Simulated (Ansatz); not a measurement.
# ZrC/GaN/HfN: current against voltage

Aim: the current through ZrC/GaN/HfN at finite bias, with the potential solved under that bias. The lower electrode is ZrC rock salt(111), the upper one HfN rock salt(111); the barrier is GaN zinc blende(111) (whole bilayers). In the first transport cell, after relaxation, the nearest pair of electrode and barrier is C–N at 3.39 Å, at a slant, too long for a bond, at the lower face and N–Ga at 1.99 Å, along the normal, at the upper one. A gap without bonds adds to the barrier. All share a net of side 3.33 Å, which strains the lower electrode by +0.0 %, the upper one by +4.0 % and the barrier by +3.5 %, against typed lattice constants near PBE's. The first steps treat the bulk electrodes alone.

Method: PBE DFT, plane waves, PAW files, in the first sound run; inputs show where later runs differ, in Ansatz 0.2.0.

## (1) Set-up

Symmetry: Fm-3m, No. 225, cubic system. The conventional cell has a = 4.710 Å, b = 4.710 Å, c = 4.710 Å, α = 90.00°, β = 90.00°, γ = 90.00°. Zr has 6 C at 2.35 Å nearest. Nearest to C lie 6 Zr at 2.35 Å. Farther neighbours are not listed.

## (2) Layer spacing of the electrode, electrode ZrC rock salt(111)

The electrode is held to the junction's net and relaxed along the normal; its spacing is used for the ideal lead layers.

Contents of input.yaml:

```yaml
crystal:
  lattice:
    - [3.33, 0.0, 0.0]
    - [-1.665, 2.8838645946, 0.0]
    - [0.0, 0.0, 8.1587702258]
  atoms:
    - { symbol: Zr, position: [0.0, 0.0, 0.0] }
    - { symbol: C, position: [0.3333333333, 0.6666666667, 0.1666666667] }
    - { symbol: Zr, position: [0.6666666667, 0.3333333333, 0.3333333333] }
    - { symbol: C, position: [0.0, 0.0, 0.5] }
    - { symbol: Zr, position: [0.3333333333, 0.6666666667, 0.6666666667] }
    - { symbol: C, position: [0.6666666667, 0.3333333333, 0.8333333333] }
kpoints:
  mp_grid: { grid: [12, 12, 4] }
scf:
  occupations: { method: fermi_dirac, width: 0.1 }
  max_iter: 150
hamiltonian:
  xc: pbe
relax:
  f_tol: 0.01
  max_steps: 40
  cell: { fix: [a, b, angles] }
```

Run with:

```console
> ansatz run input.yaml --threads 4 --pin off --max-ram 16384MiB --backend cpu --events-out ev --progress --plain --runs-dir out
```

Numbers of over 12 decimals in the logs are rounded to 6 here.

What it wrote:

```text
Engine: ansatz 0.2.0, aarch64-unknown-linux-gnu
Pseudopotentials: kind: paw
Pseudopotential: Zr, paw, valence charge 12, recommended cutoff 420 eV (normal), Zr.paw.azcp
Pseudopotential: C, paw, valence charge 4, recommended cutoff 420 eV (normal), C.paw.azcp
Functional definition: PBE
  parameter kappa = 0.804
  parameter beta = 0.066725
  exchange = pbe_x(kappa = kappa, mu = beta*pi^2/3)
  correlation = pbe_c(beta = beta)
Crystal: 6 atoms, lattice volume = 78.351 Å³
Basis set: ecut = 420 eV, 1563 PW (Γ), exchange–correlation on 48×48×120 points (8 copies of the dense FFT grid, shifted against one another)
Bands: 30, of which v1, the nominal top of the filled ones, is band 24 counted from 1 (23 counted from 0)
Symmetry: 36 space group operations
Space group: R-3m (ITA 166), of the structure as read, at distance tolerance 4.3e-5 Å
k-points: 69 of 576
Non-local potential: Zr, projectors of the file, l = 0: 3, l = 1: 2, l = 2: 2, l = 3: 2
Non-local potential: C, projectors of the file, l = 0: 2, l = 1: 2, l = 2: 1
PAW form: soft (Blöchl's): semilocal exchange-correlation on the pseudo side does not see the compensation charge
PAW one-centre angular grid: Zr, 590 points (default); XC on 64 Gauss nodes
PAW one-centre angular grid: C, 110 points (default); XC on 64 Gauss nodes
Initial density: superposition of atomic densities (neutral atoms: chi_scale 0, normalization atom), corrected by the library's trained network
Initial wavefunctions: pseudopotential atomic-orbital guess
Functional: x = pbe(κ = 0.804, μ = 0.219515), c = pbe(β = 0.066725)
SCF iter   1: F=—  HF=-13309.503495 eV  |F-HF|=—  |Δ(HF+E_count)|=         —  Δρ=1.38e-3  dr2=1.43e-3  ethr=1.77e-3  ⟨swp⟩=4.2  Hψ=8009  notcnv=0
preconditioner: auto → Kerker (q_TF=auto, 2.514 Å⁻¹)  [metal: Δε(μ)=0.090 eV  Ē_g=16.613 eV  σ=0.100 eV  W_gap=0.22  n_scr=24 (ndim 8)  ℏωp=27.2 eV  f_vac=0.000  D(μ)=0.91/eV (n_scr^D=2)]
SCF iter   2: F=—  HF=-13309.501703 eV  |F-HF|=—  |Δ(HF+E_count)|=   1.79e-3  Δρ=5.48e-4  dr2=8.00e-5  ethr=2.99e-6  ⟨swp⟩=2.0  Hψ=4199  notcnv=0
SCF iter   3: F=—  HF=-13309.501772 eV  |F-HF|=—  |Δ(HF+E_count)|=   6.84e-5  Δρ=2.47e-4  dr2=1.41e-5  ethr=1.67e-7  ⟨swp⟩=2.0  Hψ=2618  notcnv=0
SCF iter   4: F=—  HF=-13309.501787 eV  |F-HF|=—  |Δ(HF+E_count)|=   1.52e-5  Δρ=2.69e-5  dr2=4.22e-7  ethr=2.93e-8  ⟨swp⟩=2.9  Hψ=3640  notcnv=0
iter 5 did not close the SCF: its close was put off for the readings that it lacked (scf_convergence_deferred on its scf_iter line)
SCF iter   5: F=-13309.501787 eV  HF=-13309.501787 eV  |F-HF|=7.99e-9  |Δ(HF+E_count)|=   1.74e-8  Δρ=9.15e-6  dr2=4.35e-8  ethr=8.80e-10  ⟨swp⟩=2.3  Hψ=3171  notcnv=0
SCF iter   6: F=-13309.501787 eV  HF=-13309.501787 eV  |F-HF|=3.09e-10  |Δ(HF+E_count)|=   1.52e-8  Δρ=1.54e-6  dr2=7.87e-10  ethr=9.06e-11  ⟨swp⟩=2.0  Hψ=6627  notcnv=0
SCF 1 converged in 6 iterations: F = -13309.501787 eV  dr2 = 7.87e-10
  greatest PAW one-centre occupation: 0.996 electrons in one spin orbital (limit 2), on the Zr atom at site 4 (counted from 0), in its partial waves of l = 0
relax step   1: F+E_penalty+E_count = -13309.50178707 eV  Δ(F+E_penalty+E_count) = +0.000e0 eV  max|allowed force component| = 3.194e-26 eV/Å  Δτ_max = 0.0000 Å  P = -0.108 GPa  Ω = 78.351 Å³  fix = [a, b, alpha, beta, gamma]  reactions: a -0.087, b -0.087 GPa  (6 SCF iters, dr2 threshold 1.00e-7 eV, accepted)
Crystal: 6 atoms, lattice volume = 78.276 Å³
Initial density: handed on by an earlier stage of this run
Initial wavefunctions: those handed on with the density
iter 1 solved again at ethr=5.61e-8 eV; its pass at ethr=3.10e-3 eV (dr2=2.69e-5 eV) is discarded
SCF iter   1: F=—  HF=-13309.501860 eV  |F-HF|=—  |Δ(HF+E_count)|=         —  Δρ=1.56e-4  dr2=2.28e-5  ethr=5.61e-8  ⟨swp⟩=2.0  Hψ=10192  notcnv=0
preconditioner: auto → Kerker (q_TF=auto, 2.515 Å⁻¹)  [metal: Δε(μ)=0.087 eV  Ē_g=16.614 eV  σ=0.100 eV  W_gap=0.21  n_scr=24 (ndim 8)  ℏωp=27.2 eV  f_vac=0.000  D(μ)=0.91/eV (n_scr^D=2)]
SCF iter   2: F=—  HF=-13309.501855 eV  |F-HF|=—  |Δ(HF+E_count)|=   5.83e-6  Δρ=4.54e-5  dr2=1.24e-6  ethr=4.75e-8  ⟨swp⟩=2.0  Hψ=2893  notcnv=0
SCF iter   3: F=—  HF=-13309.501854 eV  |F-HF|=—  |Δ(HF+E_count)|=   1.74e-7  Δρ=2.03e-5  dr2=2.27e-7  ethr=2.59e-9  ⟨swp⟩=2.3  Hψ=2686  notcnv=0
SCF iter   4: F=-13309.501854 eV  HF=-13309.501854 eV  |F-HF|=1.95e-10  |Δ(HF+E_count)|=   2.16e-8  Δρ=2.59e-6  dr2=4.74e-9  ethr=1.18e-10  ⟨swp⟩=4.0  Hψ=7281  notcnv=0
SCF 2 converged in 4 iterations: F = -13309.501854 eV  dr2 = 4.74e-9
relax step   2: F+E_penalty+E_count = -13309.50185440 eV  Δ(F+E_penalty+E_count) = -6.733e-5 eV  max|allowed force component| = 4.506e-27 eV/Å  Δτ_max = 0.0000 Å  P = +0.105 GPa  Ω = 78.276 Å³  energy of the carried Pulay correction = +9.224e-5 eV  fix = [a, b, alpha, beta, gamma]  (4 SCF iters, dr2 threshold 5.69e-8 eV, rejected (line search))
Crystal: 6 atoms, lattice volume = 78.323 Å³
iter 1 solved again at ethr=2.14e-8 eV; its pass at ethr=3.10e-3 eV (dr2=1.03e-5 eV) is discarded
SCF iter   1: F=—  HF=-13309.501836 eV  |F-HF|=—  |Δ(HF+E_count)|=         —  Δρ=9.75e-5  dr2=8.85e-6  ethr=2.14e-8  ⟨swp⟩=2.0  Hψ=10205  notcnv=0
preconditioner: auto → Kerker (q_TF=auto, 2.514 Å⁻¹)  [metal: Δε(μ)=0.086 eV  Ē_g=16.613 eV  σ=0.100 eV  W_gap=0.21  n_scr=24 (ndim 8)  ℏωp=27.2 eV  f_vac=0.000  D(μ)=0.91/eV (n_scr^D=2)]
SCF iter   2: F=—  HF=-13309.501834 eV  |F-HF|=—  |Δ(HF+E_count)|=   1.93e-6  Δρ=2.82e-5  dr2=4.59e-7  ethr=1.84e-8  ⟨swp⟩=2.0  Hψ=2893  notcnv=0
SCF iter   3: F=—  HF=-13309.501834 eV  |F-HF|=—  |Δ(HF+E_count)|=   6.19e-8  Δρ=1.24e-5  dr2=8.10e-8  ethr=9.57e-10  ⟨swp⟩=2.3  Hψ=2674  notcnv=0
SCF iter   4: F=—  HF=-13309.501834 eV  |F-HF|=—  |Δ(HF+E_count)|=   8.34e-9  Δρ=1.52e-6  dr2=1.63e-9  ethr=1.69e-10  ⟨swp⟩=2.9  Hψ=3757  notcnv=0
SCF iter   5: F=-13309.501834 eV  HF=-13309.501834 eV  |F-HF|=9.09e-12  |Δ(HF+E_count)|=  1.98e-10  Δρ=2.98e-7  dr2=4.88e-11  ethr=1.00e-12  ⟨swp⟩=3.1  Hψ=8516  notcnv=0
SCF 3 converged in 5 iterations: F = -13309.501834 eV  dr2 = 4.88e-11
relax step   3: F+E_penalty+E_count = -13309.50183405 eV  Δ(F+E_penalty+E_count) = -4.697e-5 eV  max|allowed force component| = 6.377e-29 eV/Å  Δτ_max = 0.0000 Å  P = -0.030 GPa  Ω = 78.323 Å³  energy of the carried Pulay correction = +3.402e-5 eV  fix = [a, b, alpha, beta, gamma]  reactions: a -0.044, b -0.044 GPa  (5 SCF iters, accepted)
Initial wavefunctions: pseudopotential atomic-orbital guess (no wavefunctions were taken with the density)
iter 1 solved again at ethr=3.94e-8 eV; its pass at ethr=3.10e-3 eV (dr2=1.89e-5 eV) is discarded
SCF iter   1: F=—  HF=-13309.501774 eV  |F-HF|=—  |Δ(HF+E_count)|=         —  Δρ=2.17e-6  dr2=5.10e-10  ethr=3.94e-8  ⟨swp⟩=3.3  Hψ=13596  notcnv=0
eigensolver tolerance schedule: the retry pair's looser diagonalisation over-reported the residual by 37057.29 of it (diagonalisation noise at 0.89 of the residual, at the tolerance the schedule requests for it); recorded, not acted on — ethr = c·dr2/N_el stays at c = 1.0e-1
SCF iter   2: F=—  HF=-13309.501774 eV  |F-HF|=—  |Δ(HF+E_count)|=   2.75e-7  Δρ=1.20e-6  dr2=1.47e-10  ethr=1.06e-12  ⟨swp⟩=3.4  Hψ=4509  notcnv=0
SCF iter   3: F=-13309.501774 eV  HF=-13309.501774 eV  |F-HF|=0.00e0  |Δ(HF+E_count)|=  5.44e-10  Δρ=1.17e-7  dr2=2.49e-12  ethr=1.00e-12  ⟨swp⟩=4.0  Hψ=6513  notcnv=0
SCF 4 converged in 3 iterations: F = -13309.501774 eV  dr2 = 2.49e-12
relax step   4: F+E_penalty+E_count = -13309.50177358 eV  Δ(F+E_penalty+E_count) = +6.046e-5 eV  max|allowed force component| = 4.061e-27 eV/Å  Δτ_max = 0.0000 Å  P = -0.030 GPa  Ω = 78.323 Å³  fix = [a, b, alpha, beta, gamma]  reactions: a -0.045, b -0.045 GPa  stress off target by 1.43e-3 GPa on what of the cell is left free  SCF on the basis re-selected at this cell (its energy is not comparable with the rows above)  (3 SCF iters)
basis re-selected at this cell: Δ(F+E_penalty+E_count) = +6.046e-5 eV, ΔP = -0.001 GPa vs the last step (what re-selecting the basis moved, of the pressure what is left beyond the Pulay correction that the steps carried, after the strain that the cell walked since its last selection, with what the two solves' SCF thresholds leave and, on support functions, any second-order correction that the steps lacked; it is no m [...]
SCF converged after 3 iterations
Free energy (F): -13309.501774 eV
Harris-Foulkes:  -13309.501774 eV  (|F-HF|=0.00e0)
Internal energy: -13309.470842 eV  (E = F + TS)
E sigma→0 (E₀):  -13309.486308 eV
Entropy (-TS):   -0.030932 eV (-5.155 meV/atom)
Fermi energy:    14.786617 eV
--- Per-component energies (eV) ---
  E_band       = -150.969470
  E_kinetic    = 1266.574692
  E_local      = -1792.846401  (includes V_loc(G=0)·N_el)
  E_nonlocal   = 313.140960
  E_hartree    = 538.134614
  E_xc         = -633.987875
  E_vxc        = -757.912926  (∫ρ·V_xc dr)
  E_paw        = -9155.955961  (= ΣΔE_a)
  E_vpaw       = -256.195138  (= ΣTr[D̂ρ^β])
  E_aug_tail   = 0.000102  (compensation charges beyond the density's cutoff)
  E_ewald      = -3844.530972
  E_smearing   = -0.030932  (= −TS)
  E_closure    = -0.000000  (closes the sum)
  Σ components = -13309.501774   (vs F -13309.501774, Δ=0.00e0)
--- Forces (eV/Å), atoms counted from 1 ---
  atom   1  Zr     0.00000000     0.00000000     0.00000000
  atom   2  C      0.00000000    -0.00000000     0.00000000
  atom   3  Zr    -0.00000000     0.00000000     0.00000000
  atom   4  C      0.00000000     0.00000000     0.00000000
  atom   5  Zr     0.00000000     0.00000000     0.00000000
  atom   6  C     -0.00000000    -0.00000000     0.00000000
  max |Σ_I F_I| component: 1.75e-27 eV/Å
--- Stress (GPa, compression-positive) ---
       -0.044866      -0.000000      -0.000000
       -0.000000      -0.044866      -0.000000
       -0.000000      -0.000000      -0.001428
  P = ⅓ Tr σ = -0.0304 GPa (-0.304 kbar)
--- Relaxed structure (3 steps of the walk, 2 accepted, 1 SCFs on fresh bases) ---
  F+E_penalty+E_count = -13309.50177358 eV   max|allowed force component| = 4.061e-27 eV/Å   (the final SCF, on the basis selected at the relaxed cell)
  cell:  # Å, volume = 78.3234 Å³
    - [3.330000, 0, 0]
    - [-1.665000, 2.883865, 0]
    - [0, 0, 8.155906]
  atoms:
    - { symbol: Zr, position: [0, 0, 0] }
    - { symbol: C, position: [0.333333, 0.666667, 0.166667] }
    - { symbol: Zr, position: [0.666667, 0.333333, 0.333333] }
    - { symbol: C, position: [0, 0, 0.5] }
    - { symbol: Zr, position: [0.333333, 0.666667, 0.666667] }
    - { symbol: C, position: [0.666667, 0.333333, 0.833333] }
```

Run time: 8 s. Hardware: 4 threads of Arm Neoverse V1, shared host; peak memory 0.47 GiB; 28 s of CPU time.

Little changed from the start: no atom moved by 0.005 Å and no cell edge by 0.1 %.

Numbers from this step:

* free energy: -13309.5018 eV
* Fermi energy: 14.79 eV
* pressure: -0.03039 GPa

## (3) The strained electrode, electrode HfN rock salt(111)

System of this step: HfN. The structure is trigonal, space group R-3m (No. 166). The conventional cell has a = 3.330 Å, b = 3.330 Å, c = 7.629 Å, α = 90.00°, β = 90.00°, γ = 120.00°. Nearest to Hf lie 6 N at 2.30 Å. N has 6 Hf at 2.30 Å nearest. Farther neighbours and most contacts between anions are not listed.

The electrode is held to the junction's net and relaxed along the normal; its spacing is used for the ideal lead layers.

input.yaml, the sections that differ from step 2:

```yaml
crystal:
  lattice:
    - [3.33, 0.0, 0.0]
    - [-1.665, 2.8838645946, 0.0]
    - [0.0, 0.0, 7.6287626787]
  atoms:
    - { symbol: Hf, position: [0.0, 0.0, 0.0] }
    - { symbol: "N", position: [0.3333333333, 0.6666666667, 0.1666666667] }
    - { symbol: Hf, position: [0.6666666667, 0.3333333333, 0.3333333333] }
    - { symbol: "N", position: [0.0, 0.0, 0.5] }
    - { symbol: Hf, position: [0.3333333333, 0.6666666667, 0.6666666667] }
    - { symbol: "N", position: [0.6666666667, 0.3333333333, 0.8333333333] }
# kpoints, scf, hamiltonian, relax: as in step 2
```

What it wrote:

```text
[...]
Crystal: 6 atoms, lattice volume = 73.261 Å³
Basis set: ecut = 420 eV, 1429 PW (Γ), exchange–correlation on 48×48×108 points (8 copies of the dense FFT grid, shifted against one another)
Bands: 56, of which v1, the nominal top of the filled ones, is band 47 counted from 1 (46 counted from 0)
Symmetry: 36 space group operations
[...]
k-points: 69 of 576
[...]
SCF iter   1: F=—  HF=-48325.866467 eV  |F-HF|=—  |Δ(HF+E_count)|=         —  Δρ=6.16e-3  dr2=3.55e-2  ethr=1.77e-3  ⟨swp⟩=4.9  Hψ=11564  notcnv=0  defer=3
[...]
SCF iter   7: F=-48325.858038 eV  HF=-48325.858038 eV  |F-HF|=5.82e-8  |Δ(HF+E_count)|=   5.24e-8  Δρ=9.11e-6  dr2=7.18e-8  ethr=1.08e-10  ⟨swp⟩=6.0  Hψ=16595  notcnv=0
SCF 1 converged in 7 iterations: F = -48325.858038 eV  dr2 = 7.18e-8
[...]
relax step   1: F+E_penalty+E_count = -48325.85803756 eV  Δ(F+E_penalty+E_count) = +0.000e0 eV  max|allowed force component| = 2.008e-27 eV/Å  Δτ_max = 0.0000 Å  P = -9.009 GPa  Ω = 73.261 Å³  fix = [a, b, alpha, beta, gamma]  reactions: a -14.446, b -14.446 GPa  (7 SCF iters, dr2 threshold 1.00e-7 eV, accepted)
Crystal: 6 atoms, lattice volume = 74.024 Å³
Basis set: ecut = 420 eV, 1453 PW (Γ), exchange–correlation on 48×48×108 points (8 copies of the dense FFT grid, shifted against one another)
[...]
SCF iter   6: F=-48325.854616 eV  HF=-48325.854616 eV  |F-HF|=9.37e-8  |Δ(HF+E_count)|=   4.33e-7  Δρ=1.21e-5  dr2=9.07e-8  ethr=6.45e-10  ⟨swp⟩=4.5  Hψ=14375  notcnv=0
SCF 2 converged in 6 iterations: F = -48325.854616 eV  dr2 = 9.07e-8
relax step   2: F+E_penalty+E_count = -48325.85461612 eV  Δ(F+E_penalty+E_count) = +3.421e-3 eV  max|allowed force component| = 2.962e-27 eV/Å  Δτ_max = 0.0000 Å  P = -11.324 GPa  Ω = 74.024 Å³  energy of the carried Pulay correction = -2.103e-3 eV  fix = [a, b, alpha, beta, gamma]  (6 SCF iters, dr2 threshold 6.00e-7 eV, rejected (line search))
Crystal: 6 atoms, lattice volume = 73.596 Å³
Basis set: ecut = 420 eV, 1441 PW (Γ), exchange–correlation on 48×48×108 points (8 copies of the dense FFT grid, shifted against one another)
[...]
SCF iter   9: F=-48325.859030 eV  HF=-48325.859030 eV  |F-HF|=1.46e-11  |Δ(HF+E_count)|=  7.28e-12  Δρ=6.32e-8  dr2=2.05e-12  ethr=1.00e-12  ⟨swp⟩=4.7  Hψ=13735  notcnv=0
SCF 3 converged in 9 iterations: F = -48325.859030 eV  dr2 = 2.05e-12
relax step   3: F+E_penalty+E_count = -48325.85903022 eV  Δ(F+E_penalty+E_count) = -9.927e-4 eV  max|allowed force component| = 7.110e-29 eV/Å  Δτ_max = 0.0000 Å  P = -10.039 GPa  Ω = 73.596 Å³  energy of the carried Pulay correction = -9.245e-4 eV  fix = [a, b, alpha, beta, gamma]  reactions: a -15.048, b -15.048 GPa  (9 SCF iters, accepted)
[...]
SCF iter   5: F=-48325.860133 eV  HF=-48325.860133 eV  |F-HF|=1.46e-11  |Δ(HF+E_count)|=  2.91e-11  Δρ=2.39e-7  dr2=2.25e-11  ethr=1.00e-12  ⟨swp⟩=6.5  Hψ=17801  notcnv=0
SCF 4 converged in 5 iterations: F = -48325.860133 eV  dr2 = 2.25e-11
relax step   4: F+E_penalty+E_count = -48325.86013295 eV  Δ(F+E_penalty+E_count) = -1.103e-3 eV  max|allowed force component| = 6.919e-29 eV/Å  Δτ_max = 0.0000 Å  P = -10.023 GPa  Ω = 73.596 Å³  fix = [a, b, alpha, beta, gamma]  reactions: a -15.041, b -15.041 GPa  stress off target by 1.15e-2 GPa on what of the cell is left free  SCF on the basis re-selected at this cell (its energy is not comparable with the rows above)  (5 SCF iters)
basis re-selected at this cell: Δ(F+E_penalty+E_count) = -1.103e-3 eV, ΔP = +0.016 GPa vs the last step (what re-selecting the basis moved, of the pressure what is left beyond the Pulay correction that the steps carried, after the strain that the cell walked since its last selection, with what the two solves' SCF thresholds leave and, on support functions, any second-order correction that the steps lacked; it is no m [...]
SCF converged after 5 iterations
Free energy (F): -48325.860133 eV
[...]
Internal energy: -48325.799183 eV  (E = F + TS)
E sigma→0 (E₀):  -48325.829658 eV
Entropy (-TS):   -0.060950 eV (-10.158 meV/atom)
Fermi energy:    22.391565 eV
[...]
--- Stress (GPa, compression-positive) ---
      -15.040637       0.000000       0.000000
        0.000000     -15.040637       0.000000
        0.000000       0.000000       0.011470
  P = ⅓ Tr σ = -10.0233 GPa (-100.233 kbar)
--- Relaxed structure (3 steps of the walk, 2 accepted, 1 SCFs on fresh bases) ---
[...]
cell:  # Å, volume = 73.5956 Å³
    - [3.330000, 0, 0]
    - [-1.665000, 2.883865, 0]
    - [0, 0, 7.663596]
  atoms:
    - { symbol: Hf, position: [0, 0, 0] }
    - { symbol: N, position: [0.333333, 0.666667, 0.166667] }
    - { symbol: Hf, position: [0.666667, 0.333333, 0.333333] }
    - { symbol: N, position: [0, 0, 0.500000] }
    - { symbol: Hf, position: [0.333333, 0.666667, 0.666667] }
    - { symbol: N, position: [0.666667, 0.333333, 0.833333] }
```

Run time: 15 s. Hardware: 4 threads; peak memory 0.55 GiB.

This run has no spin polarisation although its electron count is odd.

Step by step:

| step | energy less that of the first step (eV) | largest force component (eV/Å) | pressure (GPa) | volume (Å³) |
| --- | --- | --- | --- | --- |
| 1 | 0.0000 | 0.0000 | -9.01 | 73.26 |
| 2 | 0.0034 | 0.0000 | -11.32 | 74.02 |
| 3 | -0.0010 | 0.0000 | -10.04 | 73.60 |
| 4* | -0.0021 | 0.0000 | -10.02 | 73.60 |

Relaxation steps marked * repeat the geometry before them on a plane-wave basis chosen anew for their cell, so energy and pressure can jump there. Relaxation step 2 was tried and not accepted.

Forces are held to the 36 operations that the run works with; a distortion that breaks them can't arise in this run.

| conventional cell, symmetrised | before | after | change |
| --- | --- | --- | --- |
| a (Å) | 3.330 | 3.330 | -0.0 % |
| b (Å) | 3.330 | 3.330 | -0.0 % |
| c (Å) | 7.629 | 7.664 | +0.5 % |
| volume (Å³/atom) | 12.21 | 12.27 | +0.5 % |

The relaxed structure:

```xyz
6
Lattice="3.3300 0.0000 0.0000 -1.6650 2.8839 0.0000 0.0000 0.0000 7.6636" Properties=species:S:1:pos:R:3 pbc="T T T"
Hf    0.0000    0.0000    0.0000
N     0.0000    1.9226    1.2773
Hf    1.6650    0.9613    2.5545
N     0.0000    0.0000    3.8318
Hf    0.0000    1.9226    5.1091
N     1.6650    0.9613    6.3863
```

Numbers from this step:

```yaml
free_energy: -48325.8601 eV
fermi_energy: 22.39 eV
pressure: -10.02 GPa
```

(Continued in part 2 of 4.)

[Logs are printed without paths, hosts, clocks, repeated set-up lines and the standing remarks that a program may print on its own settings, such as how far it seeks lower states.]

[Hosts, paths, dates, database ids (printed as entryN), source tags and the programs' standing remarks are cut or masked in the printed files.]
